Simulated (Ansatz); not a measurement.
Crystal: HfN.

```
CELL_PARAMETERS angstrom
0.00000 2.45482 2.45482
2.45482 0.00000 2.45482
2.45482 2.45482 0.00000
ATOMIC_POSITIONS crystal
Hf 0.00000 0.00000 0.00000
N 0.25000 0.25000 0.25000
```

The cell comes from a database or a generator and needn't be the stable form of this composition.

```yaml
Program: Ansatz 0.2.0
Task: relaxation of cell and atoms
Functional: HF
Potentials_or_basis: Ansatz PAW
Cutoff: "420 eV (not typed: the program's choice for these potentials)"
k_mesh: 5 × 5 × 5
Occupations: fermi-dirac, width 0.05 eV
Spin: no spin polarisation
```

At the start: volume 14.79 Å³/atom.

How do energy, volume and symmetry change on relaxing?

It ends after 7 steps and the volume is 15.40 Å³/atom (+4.1 %); space group F-43m (No. 216, to 0.05 Å).

The path:
| step | energy change (eV) | largest force (eV/Å) | volume (Å³) |
| --- | --- | --- | --- |
| 1 | 0.0000 | 0.0000 | 29.59 |
| 2 | -0.0166 | 0.0000 | 31.37 |
| 3 | -0.0265 | 0.0000 | 30.79 |
| 4 | -0.0266 | 0.0000 | 30.76 |
| 5 | -0.0326 | 0.0000 | 30.76 |
| 6 | -0.0325 | 0.0000 | 30.79 |
| 7 | -0.0325 | 0.0000 | 30.79 |

Final structure:
```
Hf N
1.0
     0.00000    2.48772    2.48772
     2.48772    0.00000    2.48772
     2.48772    2.48772    0.00000
Hf N
1 1
Direct
  0.00000 0.00000 0.00000
  0.25000 0.25000 0.25000
```

Caveat: the k mesh is coarse (spacing up to 0.44 Å⁻¹), so the values aren't converged, least of all with exact exchange; the plane-wave basis is chosen anew once the cell has moved, so the energies of steps on either side of that aren't comparable; the pressure holds a Pulay correction of +0.6 GPa for the finite cutoff; the PAW data sets come from PBE, with cores solved anew for the run's functional, which leaves a small shift of forces and pressure.
